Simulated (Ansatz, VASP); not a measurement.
One calculation of GaN, two programs

The input INCAR:

```
PREC = Accurate
ENCUT = 520
EDIFF = 1E-7
ISMEAR = 0
SIGMA = 0.01
LREAL = False
LASPH = True
NELM = 80
ALGO = Normal
ISIF = 2
LWAVE = False
LCHARG = False
NBANDS = 26
```

File KPOINTS:

```
regular mesh
0
Gamma
  8 8 4
```

File POSCAR:

```
GaN
1.0
    3.1360555032      0.0000000000      0.0000000000
   -1.5680277516      2.7159037335      0.0000000000
    0.0000000000      0.0000000000      5.1504033593
Ga N
2 2
Direct
    0.3333333333      0.6666666667     -0.0000627399
    0.6666666667      0.3333333333      0.4999372601
    0.3333333333      0.6666666667      0.3750627399
    0.6666666667      0.3333333333      0.8750627399
```

Input for Ansatz:

```yaml
crystal:
  lattice:
    - [3.13605550325, 0.0, 0.0]
    - [-1.56802775162, 2.7159037335, 0.0]
    - [0.0, 0.0, 5.15040335929]
  atoms:
    - { symbol: Ga, position: [0.333333333333, 0.666666666667, -6.2739912e-05] }
    - { symbol: Ga, position: [0.666666666667, 0.333333333333, 0.499937260088] }
    - { symbol: "N", position: [0.333333333333, 0.666666666667, 0.375062739912] }
    - { symbol: "N", position: [0.666666666667, 0.333333333333, 0.875062739912] }
kpoints:
  mp_grid: { grid: [8, 8, 4] }
scf:
  occupations: { method: fixed }
  convergence: { dr2_threshold: 1.0e-10 }
hamiltonian:
  xc: lda
  pseudopotentials: { kind: all_electron, lapw: { basis_error: 0.0005 } }
output:
  forces: true
  stress: true
  eigenstates:
    kpoints:
      - [0.0, 0.0, 0.0]
      - [0.0, 0.0, -0.5]
      - [-0.5, 0.0, 0.0]
      - [-0.5, 0.5, 0.0]
      - [0.0, -0.5, 0.0]
      - [-0.5, 0.0, -0.5]
      - [-0.5, 0.5, -0.5]
      - [0.0, -0.5, -0.5]
  eigenvalues: true
```

Change from the starting cell: film at in-plane strain -0.005.

Alike in both runs: task single point; functional LDA; k mesh 8 × 8 × 4; no spin polarisation.

```csv
,VASP,Ansatz
version,VASP 6.6.1,Ansatz 0.2.0
potentials or method,"VASP PAW LDA potentials, release 64 (Ga_d, N)","all-electron LAPW, scalar-relativistic"
plane-wave cutoff (eV),520,see its input
occupations,"gaussian, width 0.01 eV",fixed
```

|  | VASP | Ansatz | Ansatz less VASP |
| --- | --- | --- | --- |
| gap on the k mesh at the Fermi level (eV) | 2.17 | 2.16 | -0.010 |
| pressure (GPa) | 2.7 | 1.8 | -0.94 |
| largest component of the traceless stress (GPa) | 1.56 | 1.53 | -0.026 |

Ansatz ran all-electron here, so the differences hold the error of VASP's frozen core and of both bases.
